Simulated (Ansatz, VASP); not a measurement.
# Ag in VASP and in Ansatz

```xyz
1
Lattice="2.3851 0.0000 0.0000 -1.1926 2.0656 0.0000 0.0000 0.0000 2.2871" Properties=species:S:1:pos:R:3 pbc="T T T"
Ag    0.0000    0.0000    0.0000
```

Change from the starting cell: volume scaled by 0.58, LAPW.

Alike in both runs: task single point; functional PBE; k mesh 15 × 15 × 14; occupations fermi-dirac, width 0.08 eV; no spin polarisation.

|  | VASP | Ansatz |
| --- | --- | --- |
| version | VASP 6.6.1 | Ansatz 0.2.0 |
| potentials or method | VASP PAW PBE potentials, release 64 (Ag), cutoff 520 eV | all-electron LAPW, scalar-relativistic |

```csv
,VASP,Ansatz,Ansatz less VASP
pressure (GPa),189.8,191.4,+1.61
largest component of the traceless stress (GPa),0.71,0.09,-0.622
```

Ansatz ran all-electron here, so the differences hold the error of VASP's frozen core and of both bases.

Caveats: the cell as given lies far from equilibrium; so large a pressure means that the cell lies far from this level's equilibrium, or that cutoff or potentials fall short (VASP).
